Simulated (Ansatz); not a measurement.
Put MgH₂ in Cmme (No. 67): Mg on 4g and 4c; H on 4f, 8m and 4a. The cell of MgH₂ is invented: 4-connected net, bridging atoms on its edges.

The calculation used DFT PBE, scalar-relativistic, plane waves, PAW in Ansatz 0.2.0. Cutoff 420 eV, Γ-centred mesh, Gaussian smearing, no spin polarisation.

Formation energies are uncorrected and refer to the elements' standard structures at the same level (H₂ as a molecule).

Problem. Predict the relaxed structure.

Solution.

Space group Cmme (No. 67). a = 6.945 Å, b = 11.779 Å, c = 6.111 Å, α = 90.00°, β = 90.00°, γ = 90.00°
| atom | site | symmetry | x | y | z |
| --- | --- | --- | --- | --- | --- |
| Mg | 4g | mm2 | 0.5000 | 0.7500 | 0.3597 |
| Mg | 4c | 2/m.. | 0.0000 | 0.0000 | 0.0000 |
| H | 4f | .2/m. | 0.2500 | 0.2500 | 0.5000 |
| H | 8m | m.. | 0.5000 | 0.6205 | 0.2013 |
| H | 4a | 222 | 0.2500 | 0.0000 | 0.0000 |

Mg on a site of symmetry mm2 has 2 H at 1.81 Å and 2 H at 1.94 Å; around Mg on a site of symmetry 2/m lie 2 H at 1.74 Å and 2 H at 1.88 Å; around H on a site of symmetry 2/m lie 2 Mg at 1.94 Å; H on a site of symmetry m has 2 Mg at 1.81–1.88 Å; 1 more site not described. Another local minimum with the same sites may exist.

Problem. Where does its energy lie, and is it a metal?

Solution. The formation energy is +0.063 eV/atom. The gap on the 4×4×4 mesh of the 12-atom cell is 2.70 eV. A positive value: parting into the elements would lower its energy.

The last run used Gaussian smearing of 0.02 eV. Kohn–Sham gaps at this level usually fall short of measured ones. With hydrogen, zero-point motion can shift formation energies by some tens of meV/atom. Symmetry constrained the relaxation, so the result can be a saddle point.
